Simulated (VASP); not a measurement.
# YN in VASP: reference runs

Reference runs on YN: the cell as given.

Everything below comes from runs of VASP 6.6.1. Logs are shortened: lines on timing, memory, paths and dates and some standing lists are left out, and cuts for length are marked.

### 1 The cell of the first run

The cell holds a slab with vacuum, 8 atoms: a = 3.449 Å, b = 3.449 Å, c = 24.855 Å, α = 90.00°, β = 90.00°, γ = 120.00°.

### 2 Single point, PBE (the (1 1 1) slab of YN, cut from the database cell, not relaxed)

The input, INCAR:

```
ALGO     = Normal         # electronic algorithm
DIPOL    = 0.5 0.5 0.500
EDIFF    = 1E-7           # SCF threshold, eV
ENCUT    = 520            # plane-wave cutoff, eV
GGA      = PE             # functional
IDIPOL   = 3            
ISIF     = 2              # what is computed and relaxed
ISMEAR   = -1             # smearing method
LASPH    = T              # aspherical terms in the spheres
LCHARG   = F              # write CHGCAR
LDIPOL   = T            
LREAL    = F              # projectors in reciprocal space
LWAVE    = F              # write WAVECAR
NBANDS   = 42             # bands
NELM     = 80             # most SCF steps
PREC     = Accurate       # precision mode
SIGMA    = 0.05           # smearing width, eV
```

The input, KPOINTS:

```
k-points
0
Gamma
  9 9 1
```

The input, POSCAR:

```
YN
1.0
    3.4485597718      0.0000000000      0.0000000000
   -1.7242798859      2.9865403689      0.0000000000
    0.0000000000      0.0000000000     24.8550804199
N Y
4 4
Direct
    0.3333333333      0.6666666667      0.3017491745
    0.0000000000      0.0000000000      0.4150353605
    0.6666666667      0.3333333333      0.5283215465
    0.3333333333      0.6666666667      0.6416077325
    0.6666666667      0.3333333333      0.3583922675
    0.3333333333      0.6666666667      0.4716784535
    0.0000000000      0.0000000000      0.5849646395
    0.6666666667      0.3333333333      0.6982508255
```

Potentials or basis: VASP PAW PBE potentials, release 64 (N, Y_sv).

The run is started by

```sh
> cat potpaw_PBE.64/N/POTCAR potpaw_PBE.64/Y_sv/POTCAR > POTCAR
> mpirun -np 1 vasp_std > vasp.out
```

OUTCAR:

```text
EDIFF = 1E-7
   ENCUT = 520
   GGA = PE
   ISIF = 2
   ISMEAR = -1
   LASPH = T
   LREAL = F
   NELM = 80
   PREC = Accurate

 ion  position               nearest neighbor table
   1  0.333  0.667  0.302-   5 2.44   5 2.44   5 2.44
   2  0.000  0.000  0.415-   5 2.44   6 2.44   5 2.44   6 2.44   5 2.44   6 2.44
   3  0.667  0.333  0.528-   7 2.44   6 2.44   6 2.44   7 2.44   7 2.44   6 2.44
   4  0.333  0.667  0.642-   7 2.44   8 2.44   8 2.44   7 2.44   7 2.44   8 2.44
   5  0.667  0.333  0.358-   1 2.44   2 2.44   1 2.44   2 2.44   2 2.44   1 2.44   6 3.45   6 3.45
                             6 3.45
   6  0.333  0.667  0.472-   2 2.44   3 2.44   3 2.44   2 2.44   2 2.44   3 2.44   5 3.45   7 3.45
                             5 3.45   7 3.45   7 3.45   5 3.45
   7  0.000  0.000  0.585-   3 2.44   4 2.44   3 2.44   4 2.44   3 2.44   4 2.44   8 3.45   6 3.45
                             8 3.45   6 3.45   8 3.45   6 3.45
   8  0.667  0.333  0.698-   4 2.44   4 2.44   4 2.44   7 3.45   7 3.45   7 3.45

  LATTYP: Found a hexagonal cell.
 ALAT       =     3.4485597718
 C/A-ratio  =     7.2073799106

  Lattice vectors:

 A1 = (   3.4485597718,   0.0000000000,   0.0000000000)
 A2 = (  -1.7242798859,   2.9865403689,   0.0000000000)
 A3 = (   0.0000000000,   0.0000000000,  24.8550804199)

Analysis of symmetry for initial positions (statically):
=====================================================================
 Subroutine PRICEL returns:
 Original cell was already a primitive cell.

 Routine SETGRP: Setting up the symmetry group for a
 hexagonal supercell.

 Subroutine GETGRP returns: Found  6 space group operations
 (whereof  6 operations were pure point group operations)
 out of a pool of 24 trial point group operations.

The static configuration has the point symmetry C_3v.

Analysis of symmetry for dynamics (positions and initial velocities):
=====================================================================
 Subroutine PRICEL returns:
 Original cell was already a primitive cell.

 Routine SETGRP: Setting up the symmetry group for a
 hexagonal supercell.

 Subroutine GETGRP returns: Found  6 space group operations
 (whereof  6 operations were pure point group operations)
 out of a pool of 24 trial point group operations.

The dynamic configuration has the point symmetry C_3v.

 Subroutine INISYM returns: Found  6 space group operations
 (whereof  6 operations are pure point group operations),
 and found     1 'primitive' translations

----------------------------------------------------------------------------------------

                                     Primitive cell
[... 106 lines left out ...]
   EFERMI_NEDOS =   21; number of points for ismear=-14 and -15
   IALGO  =     38    algorithm
   IMIX   =      4    mixing-type and parameters
     AMIX     =   0.40;   BMIX     =  1.00
     AMIX_MAG =   1.60;   BMIX_MAG =  1.00
  volume/ion in A,a.u.               =      32.00       215.94
  Fermi-wavevector in a.u.,A,eV,Ry     =   1.031322  1.948916 14.471504  1.063626
  Thomas-Fermi vector in A             =   2.165465
   LORBIT       =      0    0 simple, 1 ext, 2 COOP (PROOUT), +10 PAW based schemes
   GGA     = PE    functional components
   LHFCALC =     F    Hartree Fock is set to
   AEXX    =    0.0000 exact exchange contribution
   IVDW    =     0    specifies the selected vdW correction
   LEPSILON=     F    determine dielectric tensor
   LRPA    =     F    only Hartree local field effects (RPA)
 non-spin polarized calculation
  energy-cutoff  :      520.00
  volume of cell :      255.99
 maximum number of plane-waves:      6949
 NGX is ok and might be reduce to    28
   NGX = 13   NGY = 13   NGZ = 93

 dipolmoment           0.000000      0.000000      0.088347 electrons x Angstroem

 number of electron      64.0000000 magnetization

 dipolmoment           0.000000      0.000000     -0.228198 electrons x Angstroem

 Free energy of the ion-electron system (eV)
  ---------------------------------------------------
  ext. energy  EPLUGINS =         0.00000000
  ---------------------------------------------------
  free energy    TOTEN  =       -66.51554657 eV

  energy without entropy =      -66.42943303  energy(sigma->0) =      -66.47248980

 E-fermi :  -1.0730     XC(G=0):  -6.0034

 val. band max:       -1.0805699644   @ k =   0.2222   0.0000   0.0000
 cond. band min:      -1.0462023888   @ k =   0.3333  -0.0000   0.0000
 fundamental gap:      0.0343675757
 Fermi energy:        -1.0729809059

 k-point     1 :       0.0000    0.0000    0.0000
  band No.  band energies     occupation
      1     -43.9911      2.00000
      2     -42.4934      2.00000
      3     -42.1937      2.00000
      4     -41.7316      2.00000
      5     -24.1759      2.00000
      6     -23.6797      2.00000
[... 529 lines left out ...]
     41       3.5958      0.00000
     42       4.2349      0.00000

------------------------ aborting loop because EDIFF is reached ----------------------------------------

 vacuum level on the upper side and lower side of the slab       (xc-potential included)        -2.183         1.768

  FORCE on cell =-STRESS in cart. coord.  units (eV):
  Direction    XX          YY          ZZ          XY          YZ          ZX
  --------------------------------------------------------------------------------------
  -------------------------------------------------------------------------------------
  Total        0.5109114      0.5109114     -2.1114513      0.0000000      0.0000000      0.0000000
  in kB        3.1976790      3.1976790    -13.2150964      0.0000000      0.0000000      0.0000000
  external PRESSURE =      -2.2732462 kB  Pullay stress =       0.0000000 kB

 VOLUME and BASIS-vectors are now :
 -----------------------------------------------------------------------------
  energy-cutoff  :      520.00
  volume of cell :      255.99
      direct lattice vectors                 reciprocal lattice vectors
     3.448559772  0.000000000  0.000000000     0.289976125  0.167417794  0.000000000
    -1.724279886  2.986540369  0.000000000     0.000000000  0.334835588  0.000000000
     0.000000000  0.000000000 24.855080420     0.000000000  0.000000000  0.040233223

 POSITION                                       TOTAL-FORCE (eV/Angst)
 -----------------------------------------------------------------------------------
     -0.00000      1.99103      7.50000        -0.000000      0.000000      1.903673
      0.00000      0.00000     10.31574        -0.000000      0.000000      0.419327
      1.72428      0.99551     13.13147         0.000000     -0.000000      0.269702
     -0.00000      1.99103     15.94721         0.000000     -0.000000      0.898749
      1.72428      0.99551      8.90787         0.000000      0.000000     -2.332754
     -0.00000      1.99103     11.72361         0.000000      0.000000     -0.160040
      0.00000      0.00000     14.53934        -0.000000      0.000000     -0.510283
      1.72428      0.99551     17.35508         0.000000      0.000000     -0.488375
 -----------------------------------------------------------------------------------
    total drift:                                0.000000     -0.000000     -0.000174

  FREE ENERGIE OF THE ION-ELECTRON SYSTEM (eV)
  ---------------------------------------------------
  free  energy   TOTEN  =       -66.5155465731 eV

  energy  without entropy=      -66.4294330262  energy(sigma->0) =      -66.47248980

 vacuum level on the upper side and lower side of the slab         2.826         6.863
```

stdout:

```text
POSCAR found type information on POSCAR N Y
 POSCAR found :  2 types and       8 ions
 scaLAPACK will be used
 LDA part: xc-table for (Slater+PW92), standard interpolation
 POSCAR, INCAR and KPOINTS ok, starting setup
 FFT: planning ... GRIDC
 FFT: planning ... GRID_SOFT
 FFT: planning ... GRID
 WAVECAR not read
 entering main loop
```

Run time: 7.4 min. Hardware: 1 thread of Intel Xeon 6975P-C (Granite Rapids), shared host; peak memory 0.42 GiB.

What came out:

- Free energy: -66.5155 eV
- Largest force: 2.333 eV/Å
- Band gap on the k mesh: none (metal or under the smearing width)

Forces on the atoms (eV/Å):
```
N    0.000  0.000  1.904
N    0.000  0.000  0.419
N    0.000  0.000  0.270
N    0.000  0.000  0.899
Y    0.000  0.000 -2.333
Y    0.000  0.000 -0.160
Y    0.000  0.000 -0.510
Y    0.000  0.000 -0.488
```
